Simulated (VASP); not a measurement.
# Br (Immm) in VASP: further runs

Runs on Br. Level: r2SCAN. Tasks: single point.

Program: VASP 6.6.1. These are calculated values, not measurements. Logs are shortened: lines on timing, memory, paths and dates and some standing lists are left out, and cuts for length are marked.

### 1 The crystal as given

The structure is orthorhombic, space group Immm (No. 71). The conventional cell has a = 2.574 Å, b = 3.440 Å, c = 7.156 Å, α = 90.00°, β = 90.00°, γ = 90.00°. Br (site symmetry mmm) is surrounded by 2 Br at 2.57 Å.

### 2 Single point, r2SCAN

INCAR

```
SYSTEM = Br
PREC = Accurate ; ENCUT = 550
EDIFF = 1E-6 ; ISMEAR = 0
SIGMA = 0.05 ; LREAL = .False.
LASPH = .True. ; NELM = 100
ALGO = Normal ; ISIF = 2
LWAVE = .False. ; LCHARG = .False.
METAGGA = R2SCAN ; LMIXTAU = .True.
NBANDS = 10 ; ADDGRID = .False.
```

KPOINTS

```
regular mesh
0
Gamma
  8 8 8
  0 0 0
```

POSCAR

```
Br
1.0
   -1.2867684050      1.7199972000      3.5779911600
    1.2867684050     -1.7199972000      3.5779911600
    1.2867684050      1.7199972000     -3.5779911600
Br
1
Direct
    0.0000000000      0.0000000000      0.0000000000
```

Potentials or basis: VASP PAW PBE potentials, release 64 (Br).

On the command line:

```sh
> cat potpaw_PBE.64/Br/POTCAR > POTCAR
> mpirun -np 1 vasp_std > vasp.out
```

OUTCAR:

```text
SYSTEM = Br
   PREC = Accurate
   ENCUT = 550
   EDIFF = 1E-6
   ISMEAR = 0
   LREAL = .False.
   LASPH = .True.
   NELM = 100
   ISIF = 2
   METAGGA = R2SCAN

 Found     95 irreducible k-points:

 Following reciprocal coordinates:
            Coordinates               Weight
  0.000000  0.000000  0.000000      1.000000
  0.125000  0.000000 -0.000000      4.000000
  0.250000  0.000000 -0.000000      4.000000
  0.375000  0.000000 -0.000000      4.000000
  0.500000  0.000000 -0.000000      2.000000
  0.000000  0.125000 -0.000000      4.000000
   k-points           NKPTS =     95   k-points in BZ     NKDIM =     95   number of bands    NBANDS=     10
   number of dos      NEDOS =    301   number of ions     NIONS =      1
   total plane-waves  NPLWV =  32768
   dimension x,y,z NGX =    32 NGY =   32 NGZ =   32
   dimension x,y,z NGXF=    64 NGYF=   64 NGZF=   64
   ions per type =               1
   NGX,Y,Z   is equivalent  to a cutoff of  12.75, 12.75, 12.75 a.u.
   NGXF,Y,Z  is equivalent  to a cutoff of  25.49, 25.49, 25.49 a.u.
 SYSTEM =  Br
   PREC   = accura    normal or accurate (medium, high low for compatibility)
   ISTART =      0    job   : 0-new  1-cont  2-samecut
   ICHARG =      2    charge: 1-file 2-atom 10-const
   ISPIN  =      1    spin polarized calculation?
   LNONCOLLINEAR =      F non collinear calculations
   LSORBIT =      F    spin-orbit coupling
   LASPH  =      T    aspherical Exc in radial PAW
   ENCUT  =  550.0 eV  40.42 Ry    6.36 a.u.   7.98  7.98  7.98*2*pi/ulx,y,z
   NELM   =    100;   NELMIN=  2; NELMDL= -5     # of ELM steps
   EDIFF  = 0.1E-05   stopping-criterion for ELM
   LREAL  =      F    real-space projection
   EDIFFG = 0.1E-04   stopping-criterion for IOM
   NSW    =      0    number of steps for IOM
   IBRION =     -1    ionic relax: 0-MD 1-quasi-New 2-CG
   NFREE  =      0    steps in history (QN), initial steepest desc. (CG)
   ISIF   =      2    stress and relaxation
   ISYM   =      2    0-nonsym 1-usesym 2-fastsym
   POTIM  = 0.5000    time-step for ionic-motion
   TEBEG  =    0.0;   TEEND  =   0.0 temperature during run
   PSTRESS=    0.0 pullay stress
   NELECT =       7.0000    total number of electrons
   NUPDOWN=      -1.0000    fix difference up-down
   EMIN   =  10.00;   EMAX   =-10.00  energy-range for DOS
   EFERMI =   0.00;   METHOD = LEGACY
   ISMEAR =     0;   SIGMA  =   0.05  broadening in eV -4-tet -1-fermi 0-gaus
   EFERMI_NEDOS =   21; number of points for ismear=-14 and -15
   IALGO  =     38    algorithm
   IMIX   =      4    mixing-type and parameters
     AMIX     =   0.40;   BMIX     =  1.00
     AMIX_MAG =   1.60;   BMIX_MAG =  1.00
  volume/ion in A,a.u.               =      31.68       213.76
  Fermi-wavevector in a.u.,A,eV,Ry     =   0.989764  1.870383 13.328717  0.979633
  Thomas-Fermi vector in A             =   2.121386
   LORBIT       =      0    0 simple, 1 ext, 2 COOP (PROOUT), +10 PAW based schemes
   METAGGA = R2SCAN    functional components
   LHFCALC =     F    Hartree Fock is set to
   AEXX    =    0.0000 exact exchange contribution
   IVDW    =     0    specifies the selected vdW correction
   LEPSILON=     F    determine dielectric tensor
   LRPA    =     F    only Hartree local field effects (RPA)
 non-spin polarized calculation
 Gauss-broadening in eV      SIGMA  =   0.05
  energy-cutoff  :      550.00
  volume of cell :       31.68
 maximum number of plane-waves:       942
   NGX = 15   NGY = 15   NGZ = 15

 number of electron       6.9999999 magnetization

 Free energy of the ion-electron system (eV)
  ---------------------------------------------------
  ext. energy  EPLUGINS =         0.00000000
  ---------------------------------------------------
  free energy    TOTEN  =       -13.19435107 eV

  energy without entropy =      -13.19305087  energy(sigma->0) =      -13.19370097

 E-fermi :  -0.2367     XC(G=0):  -8.6368

 val. band max:       -0.2454623224   @ k =   0.5000   0.5000  -0.0000
 cond. band min:      -0.2028326932   @ k =   0.1250   0.3750   0.0000
 fundamental gap:      0.0426296292
 Fermi energy:        -0.2366615484

 k-point     1 :       0.0000    0.0000    0.0000
  band No.  band energies     occupation
      1     -16.5510      2.00000
      2      -2.1434      2.00000
      3      -1.3906      2.00000
      4       4.1009      0.00000
      5       5.8436      0.00000
      6       9.8198      0.00000
      7      12.6239      0.00000
      8      13.6921      0.00000
      9      15.1850      0.00000
     10      20.9222      0.00000

 k-point     2 :       0.1250    0.0000   -0.0000
  band No.  band energies     occupation
      1     -16.4839      2.00000
      2      -2.2598      2.00000
      3      -1.9236      2.00000
      4       4.1236      0.00000
      5       6.4910      0.00000
      6      10.3190      0.00000
      7      11.4157      0.00000
      8      13.7456      0.00000
      9      17.3732      0.00000
     10      21.1084      0.00000

 k-point     3 :       0.2500    0.0000   -0.0000
  band No.  band energies     occupation
      1     -16.3149      2.00000
      2      -3.1706      2.00000
      3      -2.2995      2.00000
      4       4.1794      0.00000
      5       7.3999      0.00000
      6      10.1218      0.00000
      7      12.6675      0.00000
      8      13.8911      0.00000
      9      20.9679      0.00000
     10      21.4498      0.00000

 k-point     4 :       0.3750    0.0000   -0.0000
  band No.  band energies     occupation
      1     -16.1343      2.00000
      2      -4.0975      2.00000
      3      -2.4400      2.00000
      4       4.2365      0.00000
      5       7.1329      0.00000
      6      11.5061      0.00000
      7      13.9619      0.00000
      8      15.1808      0.00000
      9      19.1193      0.00000
     10      20.9085      0.00000

 k-point     5 :       0.5000    0.0000   -0.0000
  band No.  band energies     occupation
      1     -16.0557      2.00000
      2      -4.4486      2.00000
      3      -2.4914      2.00000
      4       4.2606      0.00000
      5       6.8775      0.00000
      6      13.1391      0.00000
      7      13.7734      0.00000
      8      15.6601      0.00000
      9      18.9232      0.00000
     10      20.6106      0.00000

 k-point     6 :       0.0000    0.1250   -0.0000
  band No.  band energies     occupation
      1     -16.2402      2.00000
      2      -1.9908      2.00000
      3      -1.1563      2.00000
      4       1.8588      0.00000
      5       6.3547      0.00000
      6      10.0881      0.00000
      7      13.0472      0.00000
      8      15.6170      0.00000
      9      16.3892      0.00000
     10      16.8491      0.00000

 [... further k-points ...]

------------------------ aborting loop because EDIFF is reached ----------------------------------------

  FORCE on cell =-STRESS in cart. coord.  units (eV):
  Direction    XX          YY          ZZ          XY          YZ          ZX
  --------------------------------------------------------------------------------------
  -------------------------------------------------------------------------------------
  Total       -0.0248810     -0.0287423     -0.0076319      0.0000000      0.0000000      0.0000000
  in kB       -1.2584920     -1.4537997     -0.3860248      0.0000000      0.0000000      0.0000000
  external PRESSURE =      -1.0327722 kB  Pullay stress =       0.0000000 kB

 VOLUME and BASIS-vectors are now :
 -----------------------------------------------------------------------------
  energy-cutoff  :      550.00
  volume of cell :       31.68
      direct lattice vectors                 reciprocal lattice vectors
    -1.286768405  1.719997200  3.577991160     0.000000000  0.290698148  0.139743218
     1.286768405 -1.719997200  3.577991160     0.388570312  0.000000000  0.139743218
     1.286768405  1.719997200 -3.577991160     0.388570312  0.290698148  0.000000000

 POSITION                                       TOTAL-FORCE (eV/Angst)
 -----------------------------------------------------------------------------------
      0.00000      0.00000      0.00000         0.000000      0.000000      0.000000
 -----------------------------------------------------------------------------------
    total drift:                                0.000000     -0.000000      0.000000

  FREE ENERGIE OF THE ION-ELECTRON SYSTEM (eV)
  ---------------------------------------------------
  free  energy   TOTEN  =       -13.1943510672 eV

  energy  without entropy=      -13.1930508672  energy(sigma->0) =      -13.19370097
```

OSZICAR:

```text
N       E                     dE             d eps       ncg     rms          rms(c)
DAV:   1     0.106956242655E+02    0.10696E+02   -0.29868E+03  1900   0.567E+02
DAV:   2    -0.137751062152E+02   -0.24471E+02   -0.23437E+02  2386   0.992E+01
DAV:   3    -0.148777400945E+02   -0.11026E+01   -0.10956E+01  2352   0.205E+01
DAV:   4    -0.148814144688E+02   -0.36744E-02   -0.36740E-02  2352   0.142E+00
DAV:   5    -0.148814256579E+02   -0.11189E-04   -0.11189E-04  2284   0.730E-02    0.518E+00
DAV:   6    -0.131167483380E+02    0.17647E+01   -0.30280E-01  1982   0.398E+00    0.372E+00
DAV:   7    -0.129148520818E+02    0.20190E+00   -0.39879E-01  1936   0.434E+00    0.134E+00
DAV:   8    -0.131788941883E+02   -0.26404E+00   -0.30148E-01  1920   0.425E+00    0.493E-01
DAV:   9    -0.131859841679E+02   -0.70900E-02   -0.20932E-02  2022   0.126E+00    0.128E-01
DAV:  10    -0.131915128088E+02   -0.55286E-02   -0.21312E-03  2060   0.452E-01    0.939E-02
DAV:  11    -0.131927755570E+02   -0.12627E-02   -0.97518E-04  1972   0.324E-01    0.990E-02
DAV:  12    -0.131942679490E+02   -0.14924E-02   -0.10036E-03  1948   0.274E-01    0.111E-02
DAV:  13    -0.131943524420E+02   -0.84493E-04   -0.84653E-05  2080   0.978E-02    0.961E-03
DAV:  14    -0.131943489776E+02    0.34644E-05   -0.20437E-05  2006   0.487E-02    0.583E-03
DAV:  15    -0.131943516767E+02   -0.26992E-05   -0.30585E-06  2088   0.201E-02    0.169E-03
DAV:  16    -0.131943510672E+02    0.60956E-06   -0.63655E-07  2034   0.975E-03
   1 F= -.13194351E+02 E0= -.13193701E+02  d E =-.130020E-02
```

Wall time 89 s (1 thread of Intel Xeon Platinum 8375C at 2.90GHz (Ice Lake), shared host); peak memory 0.2 GiB.

These settings aren't checked as converged: the numbers below hold their error.

What came out:

* Free energy: -13.1944 eV
* Pressure: -0.1 GPa
* Band gap on the k mesh: none (metal or under the smearing width)

Caveat: the k mesh is coarse (spacing up to 0.38 Å⁻¹), so the values aren't converged; the PAW data sets were made with another functional, which shifts forces and pressure a little; an odd number of electrons without spin polarisation forces a metal; a magnetic or distorted state may lie lower.

### 3 Single point, r2SCAN

INCAR, as its differences from that of step 2:

```diff
@@ -1,3 +1,3 @@
 SYSTEM = Br
-PREC = Accurate ; ENCUT = 550
+PREC = Low ; ENCUT = 550
 EDIFF = 1E-6 ; ISMEAR = 0
```

KPOINTS is that of step 2.

POSCAR is that of step 2.

Potentials or basis: VASP PAW PBE potentials, release 64 (Br).

On the command line:

```sh
> cat potpaw_PBE.64/Br/POTCAR > POTCAR
> mpirun -np 1 vasp_std > vasp.out
```

OUTCAR:

```text
SYSTEM = Br
   PREC = Low
   ENCUT = 550
   EDIFF = 1E-6
   ISMEAR = 0
   LREAL = .False.
   LASPH = .True.
   NELM = 100
   ISIF = 2
   METAGGA = R2SCAN

 Found     95 irreducible k-points:

 Following reciprocal coordinates:
            Coordinates               Weight
  0.000000  0.000000  0.000000      1.000000
  0.125000  0.000000 -0.000000      4.000000
  0.250000  0.000000 -0.000000      4.000000
  0.375000  0.000000 -0.000000      4.000000
  0.500000  0.000000 -0.000000      2.000000
  0.000000  0.125000 -0.000000      4.000000
[... 153 lines left out ...]

------------------------ aborting loop because EDIFF is reached ----------------------------------------

  FORCE on cell =-STRESS in cart. coord.  units (eV):
  Direction    XX          YY          ZZ          XY          YZ          ZX
  --------------------------------------------------------------------------------------
  -------------------------------------------------------------------------------------
  Total       -0.0224169     -0.0229734     -0.0034654      0.0000000      0.0000000      0.0000000
  in kB       -1.1338591     -1.1620073     -0.1752828      0.0000000      0.0000000      0.0000000
  external PRESSURE =      -0.8237164 kB  Pullay stress =       0.0000000 kB

 VOLUME and BASIS-vectors are now :
 -----------------------------------------------------------------------------
  energy-cutoff  :      550.00
  volume of cell :       31.68
      direct lattice vectors                 reciprocal lattice vectors
    -1.286768405  1.719997200  3.577991160     0.000000000  0.290698148  0.139743218
     1.286768405 -1.719997200  3.577991160     0.388570312  0.000000000  0.139743218
     1.286768405  1.719997200 -3.577991160     0.388570312  0.290698148  0.000000000

 POSITION                                       TOTAL-FORCE (eV/Angst)
 -----------------------------------------------------------------------------------
      0.00000      0.00000      0.00000         0.000000      0.000000      0.000000
 -----------------------------------------------------------------------------------
    total drift:                               -0.000000     -0.000000     -0.000000

  FREE ENERGIE OF THE ION-ELECTRON SYSTEM (eV)
  ---------------------------------------------------
  free  energy   TOTEN  =       -13.1948400346 eV

  energy  without entropy=      -13.1935366008  energy(sigma->0) =      -13.19418832
```

OSZICAR:

```text
N       E                     dE             d eps       ncg     rms          rms(c)
DAV:   1     0.106980730182E+02    0.10698E+02   -0.29869E+03  1900   0.567E+02
DAV:   2    -0.137744732687E+02   -0.24473E+02   -0.23438E+02  2386   0.992E+01
DAV:   3    -0.148773858565E+02   -0.11029E+01   -0.10959E+01  2352   0.205E+01
DAV:   4    -0.148810629240E+02   -0.36771E-02   -0.36767E-02  2352   0.142E+00
DAV:   5    -0.148810741275E+02   -0.11204E-04   -0.11204E-04  2284   0.730E-02    0.519E+00
DAV:   6    -0.131168486016E+02    0.17642E+01   -0.30224E-01  1982   0.397E+00    0.371E+00
DAV:   7    -0.129164863498E+02    0.20036E+00   -0.39876E-01  1936   0.435E+00    0.134E+00
DAV:   8    -0.131786337903E+02   -0.26215E+00   -0.30234E-01  1920   0.427E+00    0.493E-01
DAV:   9    -0.131861893236E+02   -0.75555E-02   -0.20506E-02  2016   0.126E+00    0.129E-01
DAV:  10    -0.131920294297E+02   -0.58401E-02   -0.21926E-03  2060   0.458E-01    0.937E-02
DAV:  11    -0.131932484189E+02   -0.12190E-02   -0.10185E-03  1972   0.333E-01    0.100E-01
DAV:  12    -0.131947612168E+02   -0.15128E-02   -0.10052E-03  1948   0.277E-01    0.107E-02
DAV:  13    -0.131948410842E+02   -0.79867E-04   -0.87075E-05  2086   0.991E-02    0.940E-03
DAV:  14    -0.131948385798E+02    0.25044E-05   -0.19294E-05  2018   0.464E-02    0.544E-03
DAV:  15    -0.131948396374E+02   -0.10576E-05   -0.30198E-06  2074   0.199E-02    0.156E-03
DAV:  16    -0.131948400346E+02   -0.39714E-06   -0.61272E-07  2040   0.969E-03
   1 F= -.13194840E+02 E0= -.13194188E+02  d E =-.130343E-02
```

Run time: 41 s. Hardware: 1 thread of Intel Xeon Platinum 8375C at 2.90GHz (Ice Lake), shared host; peak memory 0.13 GiB.

These settings aren't checked as converged: the numbers below hold their error.

What came out:

| Item | Value |
| --- | --- |
| Free energy | -13.1948 eV |
| Pressure | -0.1 GPa |
| Band gap on the k mesh | none (metal or under the smearing width) |

Caveat: the k mesh is coarse (spacing up to 0.38 Å⁻¹), so the values aren't converged; the PAW data sets were made with another functional, which shifts forces and pressure a little; an odd number of electrons without spin polarisation forces a metal; a magnetic or distorted state may lie lower.

(Continued in part 2 of 2.)
